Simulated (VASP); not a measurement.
# Zr (P6_3/mmc) in VASP: notebook

The runs below take Zr through relaxation of cell and atoms, electrostatic potential, with PBE.

All numbers are computed with VASP 6.6.1; they aren't measurements. Logs are shortened: lines on timing, memory, paths and dates and some standing lists are left out, and cuts for length are marked.

## Step 1: The structure

The structure is hexagonal, space group P6_3/mmc (No. 194). The conventional cell has a = 3.190 Å, b = 3.190 Å, c = 5.110 Å, α = 90.00°, β = 90.00°, γ = 120.00°. Zr (site symmetry -6m2) has 12 Zr at 3.15 to 3.19 Å as nearest neighbours.

The cell was built by a generator and needn't be a form met in nature.

## Step 2: Relaxation of cell and atoms, PBE

File INCAR:

```
SYSTEM = Zr
  PREC = Accurate
  ENCUT = 600
  EDIFF = 1E-6
  ISMEAR = 1
  SIGMA = 0.1
  LREAL = .False.
  LASPH = .True.
  NELM = 120
  ALGO = Normal
  ISIF = 3
  LWAVE = .False.
  LCHARG = .False.
  GGA = PE
  IBRION = 2
  NSW = 40
  EDIFFG = -0.005
```

File KPOINTS:

```
Automatic mesh
0
Gamma
  16 16 8
  0 0 0
```

File POSCAR:

```
Zr
1.0
    3.1900000000      0.0000000000      0.0000000000
   -1.5950000000      2.7626210400      0.0000000000
    0.0000000000      0.0000000000      5.1100000000
Zr
2
Direct
    0.3333333300      0.6666666700      0.2500000000
    0.6666666700      0.3333333300      0.7500000000
```

Potentials or basis: VASP PAW PBE potentials, release 64 (Zr_sv).

On the command line:

```bash
$ cat potpaw_PBE.64/Zr_sv/POTCAR > POTCAR
$ mpirun -np 1 vasp_std > vasp.out
```

OUTCAR:

```text
SYSTEM = Zr
   PREC = Accurate
   ENCUT = 600
   EDIFF = 1E-6
   ISMEAR = 1
   LREAL = .False.
   LASPH = .True.
   NELM = 120
   ISIF = 3
   GGA = PE
   IBRION = 2
   NSW = 40
   EDIFFG = -0.005

 ion  position               nearest neighbor table
   1  0.333  0.667  0.250-   2 3.15   2 3.15   2 3.15   2 3.15   2 3.15   2 3.15
   2  0.667  0.333  0.750-   1 3.15   1 3.15   1 3.15   1 3.15   1 3.15   1 3.15

  LATTYP: Found a hexagonal cell.
 ALAT       =     3.1900000000
 C/A-ratio  =     1.6018808777

  Lattice vectors:

 A1 = (   3.1900000000,   0.0000000000,   0.0000000000)
 A2 = (  -1.5950000000,   2.7626210400,   0.0000000000)
 A3 = (   0.0000000000,   0.0000000000,   5.1100000000)

Analysis of symmetry for initial positions (statically):
=====================================================================
 Subroutine PRICEL returns:
 Original cell was already a primitive cell.

 Routine SETGRP: Setting up the symmetry group for a
 hexagonal supercell.

 Subroutine GETGRP returns: Found 24 space group operations
 (whereof 12 operations were pure point group operations)
 out of a pool of 24 trial point group operations.

The static configuration has the point symmetry D_3d.
 The point group associated with its full space group is D_6h.

Analysis of symmetry for dynamics (positions and initial velocities):
=====================================================================
 Subroutine PRICEL returns:
 Original cell was already a primitive cell.

 Routine SETGRP: Setting up the symmetry group for a
 hexagonal supercell.

 Subroutine GETGRP returns: Found 24 space group operations
 (whereof 12 operations were pure point group operations)
 out of a pool of 24 trial point group operations.

The dynamic configuration has the point symmetry D_3d.
 The point group associated with its full space group is D_6h.

 Subroutine INISYM returns: Found 24 space group operations
 (whereof 12 operations are pure point group operations),
 and found     1 'primitive' translations

----------------------------------------------------------------------------------------

                                     Primitive cell

  volume of cell :      45.0332

  direct lattice vectors                    reciprocal lattice vectors
     3.190000000  0.000000000  0.000000000     0.313479624  0.180987545  0.000000000
    -1.595000000  2.762621040  0.000000000     0.000000000  0.361975090  0.000000000
     0.000000000  0.000000000  5.110000000     0.000000000  0.000000000  0.195694716

  length of vectors
     3.190000000  3.190000002  5.110000000     0.361975090  0.361975090  0.195694716

  position of ions in fractional coordinates (direct lattice)
     0.333333330  0.666666670  0.250000000
     0.666666670  0.333333330  0.750000000

  ion indices of the primitive-cell ions
   primitive index   ion index
                 1           1
                 2           2

----------------------------------------------------------------------------------------

 KPOINTS: Automatic mesh

Automatic generation of k-mesh.
 Grid dimensions read from file:
 generate k-points for:   16   16    8

 Generating k-lattice:

  Cartesian coordinates                     Fractional coordinates (reciprocal lattice)
     0.019592476  0.011311722  0.000000000     0.062500000  0.000000000  0.000000000
     0.000000000  0.022623443  0.000000000     0.000000000  0.062500000  0.000000000
     0.000000000  0.000000000  0.024461840     0.000000000  0.000000000  0.125000000

  Length of vectors
     0.022623443  0.022623443  0.024461840

  Shift w.r.t. Gamma in fractional coordinates (k-lattice)
     0.000000000  0.000000000  0.000000000

 Subroutine IBZKPT returns following result:
 ===========================================

 Found    150 irreducible k-points:

 Following reciprocal coordinates:
            Coordinates               Weight
  0.000000  0.000000  0.000000      1.000000
  0.062500 -0.000000  0.000000      6.000000
  0.125000 -0.000000  0.000000      6.000000
  0.187500 -0.000000  0.000000      6.000000
  0.250000 -0.000000  0.000000      6.000000
  0.312500 -0.000000  0.000000      6.000000
[... 16 lines left out ...]
  0.187500  0.187500  0.000000      6.000000
  0.250000  0.187500  0.000000     12.000000
 [... further k-points ...]
   k-points           NKPTS =    150   k-points in BZ     NKDIM =    150   number of bands    NBANDS=     16
   number of dos      NEDOS =    301   number of ions     NIONS =      2
   total plane-waves  NPLWV =  32928
   dimension x,y,z NGX =    28 NGY =   28 NGZ =   42
   dimension x,y,z NGXF=    56 NGYF=   56 NGZF=   84
   ions per type =               2
   NGX,Y,Z   is equivalent  to a cutoff of  14.59, 14.59, 13.66 a.u.
   NGXF,Y,Z  is equivalent  to a cutoff of  29.18, 29.18, 27.33 a.u.
 SYSTEM =  Zr
   PREC   = accura    normal or accurate (medium, high low for compatibility)
   ISTART =      0    job   : 0-new  1-cont  2-samecut
   ICHARG =      2    charge: 1-file 2-atom 10-const
   ISPIN  =      1    spin polarized calculation?
   LNONCOLLINEAR =      F non collinear calculations
   LSORBIT =      F    spin-orbit coupling
   LASPH  =      T    aspherical Exc in radial PAW
   ENCUT  =  600.0 eV  44.10 Ry    6.64 a.u.   6.37  6.37 10.21*2*pi/ulx,y,z
   NELM   =    120;   NELMIN=  2; NELMDL= -5     # of ELM steps
   EDIFF  = 0.1E-05   stopping-criterion for ELM
   LREAL  =      F    real-space projection
   EDIFFG = -.5E-02   stopping-criterion for IOM
   NSW    =     40    number of steps for IOM
   IBRION =      2    ionic relax: 0-MD 1-quasi-New 2-CG
   NFREE  =      1    steps in history (QN), initial steepest desc. (CG)
   ISIF   =      3    stress and relaxation
   ISYM   =      2    0-nonsym 1-usesym 2-fastsym
   POTIM  = 0.5000    time-step for ionic-motion
   TEBEG  =    0.0;   TEEND  =   0.0 temperature during run
   PSTRESS=    0.0 pullay stress
   NELECT =      24.0000    total number of electrons
   NUPDOWN=      -1.0000    fix difference up-down
   EMIN   =  10.00;   EMAX   =-10.00  energy-range for DOS
   EFERMI =   0.00;   METHOD = LEGACY
   ISMEAR =     1;   SIGMA  =   0.10  broadening in eV -4-tet -1-fermi 0-gaus
   EFERMI_NEDOS =   21; number of points for ismear=-14 and -15
   IALGO  =     38    algorithm
   IMIX   =      4    mixing-type and parameters
     AMIX     =   0.40;   BMIX     =  1.00
     AMIX_MAG =   1.60;   BMIX_MAG =  1.00
  volume/ion in A,a.u.               =      22.52       151.95
  Fermi-wavevector in a.u.,A,eV,Ry     =   1.327295  2.508225 23.969564  1.761713
  Thomas-Fermi vector in A             =   2.456618
   LORBIT       =      0    0 simple, 1 ext, 2 COOP (PROOUT), +10 PAW based schemes
   GGA     = PE    functional components
   LHFCALC =     F    Hartree Fock is set to
   AEXX    =    0.0000 exact exchange contribution
   IVDW    =     0    specifies the selected vdW correction
   LEPSILON=     F    determine dielectric tensor
   LRPA    =     F    only Hartree local field effects (RPA)
 conjugate gradient relaxation of ions
 non-spin polarized calculation
 Methfessel and Paxton  Order N= 1 SIGMA  =   0.10
  energy-cutoff  :      600.00
  volume of cell :       45.03
 maximum number of plane-waves:      1524
 NGX is ok and might be reduce to    28
   NGX = 13   NGY = 13   NGZ = 21

--------------------------------------- Ionic step        1  -------------------------------------------

 number of electron      24.0000000 magnetization

 Free energy of the ion-electron system (eV)
  ---------------------------------------------------
  ext. energy  EPLUGINS =         0.00000000
  ---------------------------------------------------
  free energy    TOTEN  =       -17.02170557 eV

  energy without entropy =      -17.02225517  energy(sigma->0) =      -17.02188877

------------------------ aborting loop because EDIFF is reached ----------------------------------------

  FORCE on cell =-STRESS in cart. coord.  units (eV):
  Direction    XX          YY          ZZ          XY          YZ          ZX
  --------------------------------------------------------------------------------------
  -------------------------------------------------------------------------------------
  Total        1.0714713      1.0714713      1.0840459      0.0000000      0.0000000      0.0000000
  in kB       38.1204669     38.1204669     38.5678437      0.0000000      0.0000000      0.0000000
  external PRESSURE =      38.2695925 kB  Pullay stress =       0.0000000 kB
[... 89 lines left out ...]
  FREE ENERGIE OF THE ION-ELECTRON SYSTEM (eV)
  ---------------------------------------------------
  free  energy   TOTEN  =       -17.0416233352 eV

  energy  without entropy=      -17.0429846065  energy(sigma->0) =      -17.04207709

[... ionic steps 4 to 10 ...]

--------------------------------------- Ionic step       11  -------------------------------------------

 number of electron      24.0000000 magnetization

------------------------ aborting loop because EDIFF is reached ----------------------------------------

  FORCE on cell =-STRESS in cart. coord.  units (eV):
  Direction    XX          YY          ZZ          XY          YZ          ZX
  --------------------------------------------------------------------------------------
  -------------------------------------------------------------------------------------
  Total        0.0197429      0.0197429      0.0056367     -0.0000000     -0.0000000      0.0000000
  in kB        0.6767238      0.6767238      0.1932088     -0.0000000     -0.0000000      0.0000000
  external PRESSURE =       0.5155522 kB  Pullay stress =       0.0000000 kB
[... 57 lines left out ...]
  energy  without entropy=      -17.0432232348  energy(sigma->0) =      -17.04222572

--------------------------------------- Ionic step       13  -------------------------------------------

 number of electron      24.0000000 magnetization

 Free energy of the ion-electron system (eV)
  ---------------------------------------------------
  ext. energy  EPLUGINS =         0.00000000
  ---------------------------------------------------
  free energy    TOTEN  =       -17.04173141 eV

  energy without entropy =      -17.04321944  energy(sigma->0) =      -17.04222742

 E-fermi :   8.9713     XC(G=0): -11.0622

 val. band max:        8.9091505952   @ k =   0.1250   0.0625   0.2500
 cond. band min:       8.9773314426   @ k =   0.0000   0.0000   0.5000
 fundamental gap:      0.0681808474
 Fermi energy:         8.9712603167

 k-point     1 :       0.0000    0.0000    0.0000
  band No.  band energies     occupation
      1     -39.9018      2.00000
      2     -39.7515      2.00000
      3     -18.4182      2.00000
      4     -17.5554      2.00000
      5     -17.5554      2.00000
      6     -17.4308      2.00000
[... 8 lines left out ...]
     15      10.4966     -0.00000
     16      10.4966     -0.00000
[... 420 lines left out ...]
  band No.  band energies     occupation
      1     -39.7880      2.00000
      2     -39.7186      2.00000
      3     -18.0711      2.00000
      4     -18.0616      2.00000
      5     -17.9962      2.00000
      6     -17.7621      2.00000
[... 8 lines left out ...]
     15      10.0337     -0.00000
     16      11.9646      0.00000

 [... further k-points ...]

------------------------ aborting loop because EDIFF is reached ----------------------------------------

  FORCE on cell =-STRESS in cart. coord.  units (eV):
  Direction    XX          YY          ZZ          XY          YZ          ZX
  --------------------------------------------------------------------------------------
  -------------------------------------------------------------------------------------
  Total       -0.0037991     -0.0037991      0.0017123     -0.0000000     -0.0000000     -0.0000000
  in kB       -0.1301526     -0.1301526      0.0586617     -0.0000000     -0.0000000     -0.0000000
  external PRESSURE =      -0.0672145 kB  Pullay stress =       0.0000000 kB
[... 17 lines left out ...]
  FREE ENERGIE OF THE ION-ELECTRON SYSTEM (eV)
  ---------------------------------------------------
  free  energy   TOTEN  =       -17.0417314126 eV

  energy  without entropy=      -17.0432194395  energy(sigma->0) =      -17.04222742

 reached required accuracy - stopping structural energy minimisation
```

Run time: 11 min. Hardware: 1 thread of Intel Xeon Platinum 8488C (Sapphire Rapids), shared host; peak memory 0.27 GiB.

Results:

| Quantity | Value |
| --- | --- |
| Free energy | -17.0417 eV |
| Relaxed volume | 23.38 Å³/atom |
| Relaxed cell | a = 3.234 Å, b = 3.234 Å, c = 5.163 Å, α = 90.00°, β = 90.00°, γ = 120.00° |
| Space group after relaxing (to 0.05 Å) | P6_3/mmc (No. 194) |
| Energy gained by relaxing | 10.0 meV/atom |
| Ionic steps | 13 |
| Pressure after relaxing | 0.0 GPa |
| Band gap on the k mesh | none (metal or under the smearing width) |

Step by step:
```csv
step,energy change (eV),largest force (eV/Å),pressure (GPa),volume (Å³)
1,0.0000,0.0000,3.83,45.03
2,0.0011,0.0000,-3.49,48.63
3,-0.0199,0.0000,-0.01,46.77
4,-0.0199,0.0000,0.05,46.73
5,-0.0200,0.0000,0.05,46.74
6,-0.0200,0.0000,0.05,46.74
7,-0.0200,0.0000,0.05,46.74
8,-0.0200,0.0000,0.05,46.74
9,-0.0200,0.0000,0.05,46.74
10,-0.0200,0.0000,0.05,46.74
11,-0.0200,0.0000,0.05,46.74
12,-0.0200,0.0000,-0.06,46.79
13,-0.0200,0.0000,-0.01,46.77
```

Final structure:
```
Zr
1.0
     3.23405    0.00000    0.00000
    -1.61703    2.80077    0.00000
     0.00000    0.00000    5.16315
Zr
2
Direct
  0.33333 0.66667 0.25000
  0.66667 0.33333 0.75000
```

## Step 3: Electrostatic potential, PBE

This run uses another cell than the first one, of 23.38 Å³/atom, 1.039 times its volume.

File INCAR:

```
SYSTEM = Zr
  ALGO = Normal
  EDIFF = 1E-6
  ENCUT = 520
  GGA = PE
  ISIF = 2
  ISMEAR = 1
  LASPH = .TRUE.
  LCHARG = .TRUE.
  LREAL = .FALSE.
  LVHAR = .TRUE.
  LWAVE = .FALSE.
  NELM = 60
  PREC = Accurate
  SIGMA = 0.1
```

File KPOINTS:

```
k-points
0
G
  16 16 8
  0 0 0
```

File POSCAR:

```
Zr                                      
1.0
    3.2340529780     -0.0000000000     -0.0000000000
   -1.6170264890      2.8007720382      0.0000000000
    0.0000000000     -0.0000000000      5.1631512749
  Zr            
     2
Direct
     0.3333333300000021    0.6666666699999979    0.2500000000000000
     0.6666666699999979    0.3333333300000021    0.7500000000000000
```

Potentials or basis: VASP PAW PBE potentials, release 64 (Zr_sv).

On the command line:

```bash
$ cat potpaw_PBE.64/Zr_sv/POTCAR > POTCAR
$ mpirun -np 1 vasp_std > vasp.out
```

OUTCAR:

```text
SYSTEM = Zr
   EDIFF = 1E-6
   ENCUT = 520
   GGA = PE
   ISIF = 2
   ISMEAR = 1
   LASPH = .TRUE.
   LREAL = .FALSE.
   NELM = 60
   PREC = Accurate

 ion  position               nearest neighbor table
   1  0.333  0.667  0.250-   2 3.19   2 3.19   2 3.19   2 3.19   2 3.19   2 3.19
   2  0.667  0.333  0.750-   1 3.19   1 3.19   1 3.19   1 3.19   1 3.19   1 3.19

  LATTYP: Found a hexagonal cell.
 ALAT       =     3.2340529780
 C/A-ratio  =     1.5964955769

  Lattice vectors:

 A1 = (   3.2340529780,   0.0000000000,   0.0000000000)
 A2 = (  -1.6170264890,   2.8007720382,   0.0000000000)
 A3 = (   0.0000000000,   0.0000000000,   5.1631512749)

Analysis of symmetry for initial positions (statically):
=====================================================================
 Subroutine PRICEL returns:
 Original cell was already a primitive cell.

 Routine SETGRP: Setting up the symmetry group for a
 hexagonal supercell.

 Subroutine GETGRP returns: Found 24 space group operations
 (whereof 12 operations were pure point group operations)
 out of a pool of 24 trial point group operations.

The static configuration has the point symmetry D_3d.
[... 164 lines left out ...]
 E-fermi :   8.9714     XC(G=0): -11.0621

 val. band max:        8.9093065373   @ k =   0.1250   0.0625   0.2500
 cond. band min:       8.9775321438   @ k =   0.0000   0.0000   0.5000
 fundamental gap:      0.0682256065
 Fermi energy:         8.9714229267

 k-point     1 :       0.0000    0.0000    0.0000
  band No.  band energies     occupation
      1     -39.9015      2.00000
      2     -39.7513      2.00000
      3     -18.4177      2.00000
      4     -17.5548      2.00000
      5     -17.5548      2.00000
      6     -17.4303      2.00000
[... 433 lines left out ...]
      3     -18.0706      2.00000
      4     -18.0611      2.00000
      5     -17.9957      2.00000
      6     -17.7616      2.00000
[... 8 lines left out ...]
     15      10.0338     -0.00000
     16      11.9647      0.00000

 [... further k-points ...]

------------------------ aborting loop because EDIFF is reached ----------------------------------------

  FORCE on cell =-STRESS in cart. coord.  units (eV):
  Direction    XX          YY          ZZ          XY          YZ          ZX
  --------------------------------------------------------------------------------------
  -------------------------------------------------------------------------------------
  Total       -0.0013797     -0.0013797      0.0044001      0.0000000      0.0000000      0.0000000
  in kB       -0.0472665     -0.0472665      0.1507418      0.0000000      0.0000000      0.0000000
  external PRESSURE =       0.0187363 kB  Pullay stress =       0.0000000 kB

 VOLUME and BASIS-vectors are now :
 -----------------------------------------------------------------------------
  energy-cutoff  :      520.00
  volume of cell :       46.77
      direct lattice vectors                 reciprocal lattice vectors
     3.234052978  0.000000000  0.000000000     0.309209530  0.178522205  0.000000000
    -1.617026489  2.800772038  0.000000000     0.000000000  0.357044410  0.000000000
     0.000000000  0.000000000  5.163151275     0.000000000  0.000000000  0.193680167

 POSITION                                       TOTAL-FORCE (eV/Angst)
 -----------------------------------------------------------------------------------
     -0.00000      1.86718      1.29079        -0.000000      0.000000      0.000000
      1.61703      0.93359      3.87236         0.000000     -0.000000      0.000000
 -----------------------------------------------------------------------------------
    total drift:                               -0.000010      0.000006     -0.000000

  FREE ENERGIE OF THE ION-ELECTRON SYSTEM (eV)
  ---------------------------------------------------
  free  energy   TOTEN  =       -17.0423163433 eV

  energy  without entropy=      -17.0438040856  energy(sigma->0) =      -17.04281226
```

stdout:

```text
POSCAR found type information on POSCAR Zr
 POSCAR found :  1 types and       2 ions
 scaLAPACK will be used
 LDA part: xc-table for (Slater+PW92), standard interpolation
 POSCAR, INCAR and KPOINTS ok, starting setup
 FFT: planning ... GRIDC
 FFT: planning ... GRID_SOFT
 FFT: planning ... GRID
 WAVECAR not read
 entering main loop
```

Run time: 92 s. Hardware: 1 thread of Intel Xeon Platinum 8488C (Sapphire Rapids), shared host; peak memory 0.22 GiB.

What came out:

| Quantity | Value |
| --- | --- |
| Free energy | -17.0423 eV |
| Pressure | 0.0 GPa |
| Band gap on the k mesh | none (metal or under the smearing width) |
